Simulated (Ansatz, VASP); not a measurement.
# ZnS in VASP and in Ansatz

```
Zn S
1.0
     0.00000    2.70465    2.70465
     2.70465    0.00000    2.70465
     2.70465    2.70465    0.00000
Zn S
1 1
Direct
  0.00000 0.00000 0.00000
  0.75000 0.75000 0.75000
```

Alike in both runs: task electric field gradients; functional PBEsol; k mesh 8 × 8 × 8; occupations fermi-dirac, width 0.01 eV; no spin polarisation.

```csv
,VASP,Ansatz
version,VASP 6.6.1,Ansatz 0.2.0
potentials or method,"VASP PAW PBE potentials, release 64 (Zn, S)","PAW with Ansatz's default frozen-core files, scalar-relativistic"
plane-wave cutoff (eV),520,420
valence electrons in the cell,18,18
```

|  | VASP | Ansatz | Ansatz less VASP |
| --- | --- | --- | --- |
| gap on the k mesh at the Fermi level (eV) | 1.97 | 1.96 | -0.006 |
| pressure (GPa) | -2.0 | -2.2 | -0.18 |
| Vzz of the field gradient on the site that differs most (V/Å²) | 0.0 | 0.0 | +0.01 |

Caveats: the PAW data sets were made with another functional, which shifts forces and pressure a little (VASP). As with any semilocal functional, this PBEsol gap is likely too small.
